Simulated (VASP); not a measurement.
# C18N in VASP: further runs, part 2 of 2

VASP 6.6.1. Earlier steps stand in the parts before.

### 3 Single point, PBEsol, collinear spin, typed start

Input file INCAR:

```
SYSTEM = C18N
PREC = Accurate
ENCUT = 520
EDIFF = 1E-6
ISMEAR = -1
SIGMA = 0.02
LREAL = Auto
LASPH = .TRUE.
NELM = 150
ALGO = Fast
ISIF = 2
LWAVE = .FALSE.
LCHARG = .FALSE.
ISPIN = 2
MAGMOM = 0 0 0 0 0 0 0 0 0 0 0 0 0 0 0 0 0 0 0.27
LORBIT = 11
GGA = PS
NBANDS = 58
```

Input file KPOINTS:

```
Automatic mesh
0
G
  2 2 1
  0 0 0
```

Input file POSCAR:

```
C18N
1.0
    7.3980000000      0.0000000000      0.0000000000
   -3.6990000000      6.4068560000      0.0000000000
    0.0000000000      0.0000000000     12.0000000000
C N
18 1
Direct
    0.0000000000      0.0000000000      0.0833333333
    0.2222222309      0.1111111285      0.0833333333
    0.0000000260      0.3333333854      0.0833333333
    0.2222222569      0.4444445138      0.0833333333
   -0.0000000260      0.6666666146      0.0833333333
    0.2222222049      0.7777777431      0.0833333333
    0.3333333333      0.0000000000      0.0833333333
    0.5555555642      0.1111111285      0.0833333333
    0.3333333593      0.3333333854      0.0833333333
    0.5555555902      0.4444445138      0.0833333333
    0.3333333073      0.6666666146      0.0833333333
    0.5555555382      0.7777777431      0.0833333333
    0.6666666667      0.0000000000      0.0833333333
    0.8888888976      0.1111111285      0.0833333333
    0.6666666927      0.3333333854      0.0833333333
    0.8888889236      0.4444445138      0.0833333333
    0.6666666407      0.6666666146      0.0833333333
    0.8888888715      0.7777777431      0.0833333333
    1.2725206448      0.9814219330      0.2050000000
```

Potentials or basis: VASP PAW PBE potentials, release 64 (C, N).

Launch:

```sh
$ cat potpaw_PBE.64/C/POTCAR potpaw_PBE.64/N/POTCAR > POTCAR
$ mpirun -np 1 vasp_std > vasp.out
```

Run time: 13 min. Hardware: 1 thread of Intel Xeon Platinum 8375C at 2.90GHz (Ice Lake), shared host; peak memory 0.86 GiB.

It converged, with:

```
Free energy                                           : -176.4340 eV
Largest force                                         : 2.442 eV/Å
Band gap on the k mesh                                : 0.30 eV, indirect (least direct gap 0.32 eV)
Net moment                                            : 1.00 μB per cell
Site moments                                          : C +0.09, -0.03, +0.06, +0.01, +0.07, +0.05, -0.04; N +0.43 μB
Valence electrons inside the program's atomic spheres : C 2.64, 2.62, 2.63, 2.71, 2.65; N 3.50
```

Forces in eV/Å, atoms in the order of the input:
```
C   -1.043 -0.591 -0.410
C   -0.945 -0.348  0.813
C   -0.291 -0.019  0.005
C    0.152 -0.007  0.072
C   -0.491 -0.394 -0.233
C   -0.624 -1.119 -0.100
C    1.071  0.234  0.742
C    1.917  1.158 -0.974
C    0.224  1.031  0.137
C   -0.486 -0.027 -0.062
C    0.520 -0.171  0.167
C   -0.091 -0.325 -0.049
C   -0.395  0.391 -0.022
C    0.330 -0.002  0.031
C    0.176 -0.573 -0.037
C    0.295  0.107  0.066
C    0.009  0.079 -0.025
C   -0.279  0.054 -0.306
N   -0.049  0.519  0.185
```

Levels at points of the mesh, in eV from the valence-band top:
Spin up:
```
           k point  band 37  band 38  band 39  band 40  band 41  band 42
(0.00, 0.00, 0.00)    -1.38    -0.68     0.00     0.56     1.27     2.70
(0.50, 0.00, 0.00)    -2.32    -0.62    -0.40     0.94     2.31     2.61
(0.00, 0.50, 0.00)    -2.29    -0.56    -0.42     0.85     2.28     2.65
(0.50, 0.50, 0.00)    -2.30    -0.64    -0.20     0.64     2.29     2.66
```
Spin down:
```
           k point  band 35  band 36  band 37  band 38  band 39  band 40  band 41  band 42
(0.00, 0.00, 0.00)    -2.98    -1.36    -0.97    -0.41     0.32     0.81     1.79     2.82
(0.50, 0.00, 0.00)    -2.78    -2.44    -2.26    -0.20     0.46     1.04     2.43     2.73
(0.00, 0.50, 0.00)    -2.69    -2.46    -2.26    -0.10     0.30     1.05     2.38     2.74
(0.50, 0.50, 0.00)    -2.66    -2.47    -2.26    -0.06     0.46     0.80     2.36     2.74
```

Caveat: the k mesh is coarse (spacing up to 0.49 Å⁻¹), so the values aren't converged; the PAW data sets were made with another functional, which shifts forces and pressure a little. As with any semilocal functional, this PBEsol gap is likely too small.

### 4 Single point, PBEsol, collinear spin, typed start

Input file INCAR:

```
  PREC = Accurate
  ENCUT = 520
  EDIFF = 1E-7
  ISMEAR = -1
  SIGMA = 0.02
  LREAL = Auto
  LASPH = True
  NELM = 150
  ALGO = Normal
  ISIF = 2
  LWAVE = False
  LCHARG = False
  ISPIN = 2
  MAGMOM = 0 0 0 0 0 0 0 0 0 0 0 0 0 0 0 0 0 0 0.27
  LORBIT = 11
  GGA = PS
  NBANDS = 58
```

Input file KPOINTS:

```
Automatic mesh
0
Gamma
  2 2 1
```

Input file POSCAR:

```
C18N
1.0
    7.3980000000      0.0000000000      0.0000000000
   -3.6990000000      6.4068560000      0.0000000000
    0.0000000000      0.0000000000     12.0000000000
C N
18 1
Direct
    0.0000000000      0.0000000000      0.0833333333
    0.2222222309      0.1111111285      0.0833333333
   -0.0000000520      0.3333332293      0.0833333333
    0.2222221789      0.4444443577      0.0833333333
    0.0000000520      0.6666667707      0.0833333333
    0.2222222049      0.7777777431      0.0833333333
    0.3333333333      0.0000000000      0.0833333333
    0.5555555642      0.1111111285      0.0833333333
    0.3333332813      0.3333332293      0.0833333333
    0.5555555122      0.4444443577      0.0833333333
    0.3333333854      0.6666667707      0.0833333333
    0.5555555382      0.7777777431      0.0833333333
    0.6666666667      0.0000000000      0.0833333333
    0.8888888976      0.1111111285      0.0833333333
    0.6666666146      0.3333332293      0.0833333333
    0.8888888455      0.4444443577      0.0833333333
    0.6666667187      0.6666667707      0.0833333333
    0.8888888715      0.7777777431      0.0833333333
    0.9391873115      0.9814219330      0.2050000000
```

Potentials or basis: VASP PAW PBE potentials, release 64 (C, N).

Launch:

```sh
$ cat potpaw_PBE.64/C/POTCAR potpaw_PBE.64/N/POTCAR > POTCAR
$ mpirun -np 1 vasp_std > vasp.out
```

OUTCAR:

```text
PREC = Accurate
   ENCUT = 520
   EDIFF = 1E-7
   ISMEAR = -1
   LREAL = Auto
   LASPH = True
   NELM = 150
   ISIF = 2
   ISPIN = 2
   LORBIT = 11
   GGA = PS

 ion  position               nearest neighbor table
   1  0.000  0.000  0.083-  14 1.42   2 1.42  18 1.42  19 1.51
   2  0.222  0.111  0.083-   9 1.42   7 1.42   1 1.42
   3  1.000  0.333  0.083-  14 1.42   4 1.42  16 1.42
   4  0.222  0.444  0.083-   9 1.42   3 1.42  11 1.42
   5  0.000  0.667  0.083-   6 1.42  18 1.42  16 1.42
   6  0.222  0.778  0.083-   5 1.42  11 1.42   7 1.42
   7  0.333  0.000  0.083-   2 1.42   8 1.42   6 1.42
   8  0.556  0.111  0.083-  15 1.42   7 1.42  13 1.42
   9  0.333  0.333  0.083-   2 1.42   4 1.42  10 1.42
  10  0.556  0.444  0.083-  15 1.42   9 1.42  17 1.42
  11  0.333  0.667  0.083-  12 1.42   6 1.42   4 1.42
  12  0.556  0.778  0.083-  11 1.42  17 1.42  13 1.42
  13  0.667  0.000  0.083-  14 1.42   8 1.42  12 1.42
  14  0.889  0.111  0.083-   3 1.42  13 1.42   1 1.42  19 1.88
  15  0.667  0.333  0.083-   8 1.42  10 1.42  16 1.42
  16  0.889  0.444  0.083-   3 1.42  15 1.42   5 1.42
  17  0.667  0.667  0.083-  18 1.42  12 1.42  10 1.42
  18  0.889  0.778  0.083-  17 1.42   5 1.42   1 1.42
[... 660 lines left out ...]

 VOLUME and BASIS-vectors are now :
 -----------------------------------------------------------------------------
  energy-cutoff  :      520.00
  volume of cell :      568.78
      direct lattice vectors                 reciprocal lattice vectors
     7.398000000  0.000000000  0.000000000     0.135171668  0.078041398  0.000000000
    -3.699000000  6.406856000  0.000000000     0.000000000  0.156082796  0.000000000
     0.000000000  0.000000000 12.000000000     0.000000000  0.000000000  0.083333333

 POSITION                                       TOTAL-FORCE (eV/Angst)
 -----------------------------------------------------------------------------------
      0.00000      0.00000      1.00000         1.065571      0.236484      0.742526
      1.23300      0.71187      1.00000         1.917387      1.162131     -0.974326
      6.16500      2.13562      1.00000         0.223422      1.030976      0.136816
      0.00000      2.84749      1.00000        -0.482711     -0.017946     -0.062025
     -2.46600      4.27124      1.00000         0.524735     -0.174434      0.167210
     -1.23300      4.98311      1.00000        -0.072918     -0.324871     -0.049486
[... 11 lines left out ...]
      3.69900      4.98311      1.00000        -0.632798     -1.113900     -0.099968
      3.31783      6.28783      2.46000        -0.048879      0.518873      0.184957
 -----------------------------------------------------------------------------------
    total drift:                               -0.000213     -0.000193      0.000583

  FREE ENERGIE OF THE ION-ELECTRON SYSTEM (eV)
  ---------------------------------------------------
  free  energy   TOTEN  =      -176.4340143236 eV

  energy  without entropy=     -176.4339564261  energy(sigma->0) =     -176.43398537

 total charge

# of ion       s       p       d       tot
------------------------------------------
    1        0.859   1.849   0.000   2.708
    2        0.865   1.769   0.000   2.634
    3        0.855   1.791   0.000   2.646
    4        0.859   1.776   0.000   2.634
    5        0.855   1.790   0.000   2.645
    6        0.859   1.775   0.000   2.634
[... 11 lines left out ...]
   18        0.865   1.757   0.000   2.623
   19        1.348   2.156   0.000   3.504
--------------------------------------------------
tot         16.795  34.248   0.000  51.043

 magnetization (x)

# of ion       s       p       d       tot
------------------------------------------
    1        0.001   0.013   0.000   0.013
    2       -0.002  -0.030   0.000  -0.031
    3        0.004   0.065   0.000   0.068
    4       -0.002  -0.025   0.000  -0.027
    5        0.004   0.062   0.000   0.066
    6       -0.002  -0.024   0.000  -0.026
[... 11 lines left out ...]
   18        0.001  -0.032   0.000  -0.031
   19        0.008   0.419   0.000   0.428
--------------------------------------------------
tot          0.020   0.613   0.000   0.633
```

OSZICAR:

```text
N       E                     dE             d eps       ncg     rms          rms(c)
DAV:   1     0.618847346239E+03    0.61885E+03   -0.30577E+04   928   0.105E+03
DAV:   2    -0.898906876470E+02   -0.70874E+03   -0.67407E+03  1380   0.262E+02
[... 22 lines left out ...]
DAV:  25    -0.176434011534E+03   -0.27746E-05   -0.22113E-07   928   0.103E-03    0.298E-04
DAV:  26    -0.176434012581E+03   -0.10462E-05   -0.67055E-08   816   0.677E-04    0.199E-04
DAV:  27    -0.176434013653E+03   -0.10729E-05   -0.61225E-08   744   0.523E-04    0.110E-04
DAV:  28    -0.176434014037E+03   -0.38317E-06   -0.12564E-08   680   0.286E-04    0.737E-05
DAV:  29    -0.176434014266E+03   -0.22926E-06   -0.78287E-09   712   0.190E-04    0.305E-05
DAV:  30    -0.176434014324E+03   -0.57788E-07   -0.10249E-09   720   0.106E-04
   1 F= -.17643401E+03 E0= -.17643399E+03  d E =-.578975E-04  mag=     0.9997
```

Run time: 8.7 min. Hardware: 1 thread of Intel Xeon Platinum 8488C (Sapphire Rapids), shared host; peak memory 0.84 GiB.

What came out:

- Free energy: -176.4340 eV
- Largest force: 2.445 eV/Å
- Band gap on the k mesh: 0.30 eV, indirect (least direct gap 0.32 eV)
- Net moment: 1.00 μB per cell
- Site moments: C +0.01, -0.03, +0.07, +0.05, -0.04, +0.09, +0.06; N +0.43 μB
- Valence electrons inside the program's atomic spheres: C 2.71, 2.63, 2.65, 2.64, 2.62; N 3.50

Forces on the atoms (eV/Å):
```
C    1.066  0.236  0.743
C    1.917  1.162 -0.974
C    0.223  1.031  0.137
C   -0.483 -0.018 -0.062
C    0.525 -0.174  0.167
C   -0.073 -0.325 -0.049
C   -0.385  0.391 -0.022
C    0.330 -0.006  0.031
C    0.176 -0.567 -0.037
C    0.288  0.107  0.066
C    0.014  0.082 -0.025
C   -0.288  0.050 -0.306
C   -1.048 -0.594 -0.410
C   -0.946 -0.348  0.813
C   -0.291 -0.024  0.005
C    0.156 -0.015  0.072
C   -0.501 -0.394 -0.233
C   -0.633 -1.114 -0.100
N   -0.049  0.519  0.185
```

Caveat: the k mesh is coarse (spacing up to 0.49 Å⁻¹), so the values aren't converged; the PAW data sets were made with another functional, which shifts forces and pressure a little.

### 5 Single point, PBEsol, collinear spin, typed start

Input file INCAR:

```
PREC = Accurate
ENCUT = 520
EDIFF = 1E-6
ISMEAR = -1
SIGMA = 0.02
LREAL = Auto
LASPH = True
NELM = 150
ALGO = Normal
ISIF = 2
LWAVE = False
LCHARG = False
ISPIN = 2
MAGMOM = 0 0 0 0 0 0 0 0 0 0 0 0 0 0 0 0 0 0 0.27
LORBIT = 11
GGA = PS
NBANDS = 58
```

KPOINTS is that of step 4.

Input file POSCAR:

```
C18N
1.0
    7.3980000000      0.0000000000      0.0000000000
   -3.6990000000      6.4068560000      0.0000000000
    0.0000000000      0.0000000000     12.0000000000
C N
18 1
Direct
   -0.0138792958     -0.0080210949      0.1039053333
    0.2240320116      0.1101935177      0.1132200000
   -0.0039364702      0.3295928611      0.0806272500
    0.2203182311      0.4413309742      0.0831635000
   -0.0038436598      0.6632761841      0.0816991667
    0.2204175156      0.7754257314      0.0826411667
    0.3324647371     -0.0052381386      0.0870221667
    0.5514465323      0.1074424023      0.0766131667
    0.3325255546      0.3341957428      0.0882346667
    0.5516170330      0.4405995702      0.0786482500
    0.3319273954      0.6641040473      0.0787165833
    0.5517060108      0.7740551684      0.0755412500
    0.6628860521     -0.0027634459      0.0727655000
    0.8822212357      0.1101075161      0.0786290000
    0.6642812372      0.3303881030      0.0784980000
    0.8844128401      0.4405983215      0.0784243333
    0.6630626090      0.6622220009      0.0749640833
    0.8823859154      0.7690002710      0.0806763333
    1.0884750813      1.0449120442      0.2110099167
```

Launch:

```sh
$ cat potpaw_PBE.64/C/POTCAR potpaw_PBE.64/N/POTCAR > POTCAR
$ mpirun -np 1 vasp_std > vasp.out
```

It took 7.4 min on 1 thread of Intel Xeon Platinum 8488C (Sapphire Rapids), shared host; peak memory 0.85 GiB.

Results (log left out):

```yaml
Free_energy: -177.8256 eV
Largest_force: 0.532 eV/Å
Band_gap_on_the_k_mesh: none (metal or under the smearing width)
Net_moment: 0.50 μB per cell
Site_moments: C -0.00, -0.01, +0.00, +0.01; N +0.35 μB
Valence_electrons_inside_the_program's_atomic_spheres: C 2.63, 2.60, 2.64, 2.65; N 3.67
```

Forces on the atoms (eV/Å):
```
C   -0.069 -0.058 -0.004
C    0.035  0.042 -0.043
C   -0.019 -0.003  0.001
C   -0.032 -0.001 -0.030
C   -0.017 -0.021 -0.021
C   -0.025 -0.027 -0.005
C   -0.056 -0.004  0.054
C   -0.030 -0.002  0.026
C   -0.028  0.000 -0.050
C   -0.024 -0.009 -0.043
C   -0.036 -0.007 -0.021
C   -0.018 -0.007  0.004
C   -0.037 -0.009  0.026
C   -0.017 -0.008  0.032
C   -0.030 -0.014 -0.002
C   -0.023 -0.015 -0.020
C   -0.036 -0.006 -0.034
C   -0.021 -0.014 -0.016
N    0.484  0.165  0.147
```

Levels at points of the mesh, in eV from the Fermi level:
Spin up:
| k point | band 36 | band 37 | band 38 | band 39 | band 40 | band 41 | band 42 | band 43 |
| --- | --- | --- | --- | --- | --- | --- | --- | --- |
| (0.00, 0.00, 0.00) | -2.81 | -1.04 | -0.44 | 0.18 | 0.28 | 1.54 | 3.75 | 3.96 |
| (0.50, 0.00, 0.00) | -2.29 | -2.23 | -0.84 | -0.58 | 1.04 | 2.30 | 2.66 | 3.10 |
| (0.00, 0.50, 0.00) | -2.30 | -2.14 | -1.21 | -0.97 | 1.80 | 2.33 | 2.72 | 2.76 |
| (0.50, 0.50, 0.00) | -2.30 | -2.12 | -1.18 | -0.99 | 1.79 | 2.33 | 2.72 | 2.76 |
Spin down:
| k point | band 34 | band 35 | band 36 | band 37 | band 38 | band 39 | band 40 | band 41 | band 42 | band 43 |
| --- | --- | --- | --- | --- | --- | --- | --- | --- | --- | --- |
| (0.00, 0.00, 0.00) | -2.96 | -2.80 | -2.74 | -0.39 | -0.09 | 0.20 | 0.41 | 1.57 | 3.78 | 3.97 |
| (0.50, 0.00, 0.00) | -2.48 | -2.43 | -2.29 | -2.11 | -0.53 | 0.19 | 1.07 | 2.30 | 2.65 | 3.18 |
| (0.00, 0.50, 0.00) | -2.52 | -2.41 | -2.28 | -2.04 | -1.13 | 0.00 | 1.82 | 2.40 | 2.73 | 2.79 |
| (0.50, 0.50, 0.00) | -2.52 | -2.42 | -2.29 | -2.03 | -1.12 | 0.00 | 1.82 | 2.40 | 2.73 | 2.78 |

Caveat: the k mesh is coarse (spacing up to 0.49 Å⁻¹), so the values aren't converged; the PAW data sets were made with another functional, which shifts forces and pressure a little.

### 6 Single point, PBEsol, collinear spin, typed start

Input file INCAR:

```
ALGO = Normal
EDIFF = 1E-6
ENCUT = 520
GGA = PS
ISIF = 2
ISMEAR = -1
ISPIN = 2
LASPH = True
LCHARG = True
LELF = True
LORBIT = 11
LREAL = Auto
LVHAR = True
LWAVE = False
MAGMOM = 0 0 0 0 0 0 0 0 0 0 0 0 0 0 0 0 0 0 0.27
NBANDS = 58
NELM = 150
PREC = Accurate
SIGMA = 0.02
```

Input file KPOINTS:

```
k-points
0
Gamma
  2 2 1
```

Input file POSCAR:

```
C18N
1.0
    7.3980000000      0.0000000000      0.0000000000
   -3.6990000000      6.4068560000      0.0000000000
    0.0000000000      0.0000000000     12.0000000000
C N
18 1
Direct
    0.0017891910     -0.0075419207      0.0996784167
    0.2234286094      0.1188472162      0.0739888333
   -0.0052674392      0.3264278142      0.0842600000
    0.2190116404      0.4434655625      0.0728115833
   -0.0077164494      0.6566103562      0.0768699167
    0.2125058870      0.7682315632      0.0818027500
    0.3188115674     -0.0074147132      0.0992367500
    0.5501659015      0.1073190969      0.0978780833
    0.3349360558      0.3419683539      0.0638671667
    0.5524188633      0.4434446474      0.0726810833
    0.3291670047      0.6651071914      0.0800018333
    0.5510965493      0.7741998572      0.0873399167
    0.6629899960     -0.0020410947      0.0978529167
    0.8851646205      0.1073554642      0.0980540000
    0.6596900224      0.3264395204      0.0841201667
    0.8812760547      0.4345640046      0.0804075000
    0.6638731795      0.6650694194      0.0799032500
    0.8836299143      0.7681105990      0.0817567500
    1.1888829653      1.0512593072      0.1924888333
```

Potentials or basis: VASP PAW PBE potentials, release 64 (C, N).

Launch:

```sh
$ cat potpaw_PBE.64/C/POTCAR potpaw_PBE.64/N/POTCAR > POTCAR
$ mpirun -np 1 vasp_std > vasp.out
```

Run time: 7.3 min. Hardware: 1 thread of Intel Xeon Platinum 8488C (Sapphire Rapids), shared host; peak memory 0.84 GiB.

Results (log left out):

- Free energy: -176.8469 eV
- Largest force: 0.207 eV/Å
- Band gap on the k mesh: 0.33 eV, indirect (least direct gap 0.40 eV)
- Net moment: 1.00 μB per cell
- Site moments: C -0.01, +0.03, -0.02, +0.06, -0.03, +0.11, +0.08, +0.07, +0.09, +0.01; N +0.14 μB
- Valence electrons inside the program's atomic spheres: C 2.56, 2.66, 2.63, 2.65, 2.64, 2.61, 2.67, 2.62; N 3.61

Forces in eV/Å, atoms in the order of the input:
```
C   -0.057 -0.016 -0.003
C    0.014  0.050 -0.166
C    0.007  0.000 -0.012
C   -0.007  0.002 -0.002
C   -0.007  0.001  0.001
C   -0.007  0.001 -0.007
C    0.068 -0.026 -0.018
C   -0.019  0.002  0.015
C    0.013  0.004 -0.023
C    0.000 -0.005 -0.006
C    0.006 -0.001  0.007
C   -0.008  0.004  0.009
C    0.000 -0.011 -0.023
C    0.018  0.000  0.021
C   -0.003  0.004 -0.012
C   -0.002  0.001  0.010
C   -0.003  0.000  0.008
C    0.005  0.006 -0.004
N   -0.019 -0.017  0.206
```

Levels at points of the mesh, in eV from the valence-band top:
Spin up:
```
           k point  band 37  band 38  band 39  band 40  band 41  band 42
(0.00, 0.00, 0.00)    -1.74    -0.61    -0.05     0.65     2.29     3.50
(0.50, 0.00, 0.00)    -2.31    -1.09    -0.10     1.32     2.33     2.51
(0.00, 0.50, 0.00)    -2.24    -1.13     0.00     1.70     2.38     2.61
(0.50, 0.50, 0.00)    -2.31    -1.10    -0.11     1.34     2.33     2.51
```
Spin down:
```
           k point  band 36  band 37  band 38  band 39  band 40  band 41
(0.00, 0.00, 0.00)    -1.75    -1.58    -0.50     0.37     0.74     2.49
(0.50, 0.00, 0.00)    -2.36    -2.24    -0.93     0.34     1.43     2.41
(0.00, 0.50, 0.00)    -2.39    -2.12    -0.98     0.40     1.79     2.50
(0.50, 0.50, 0.00)    -2.36    -2.24    -0.94     0.33     1.44     2.41
```

Caveat: the k mesh is coarse (spacing up to 0.49 Å⁻¹), so the values aren't converged; the PAW data sets were made with another functional, which shifts forces and pressure a little.
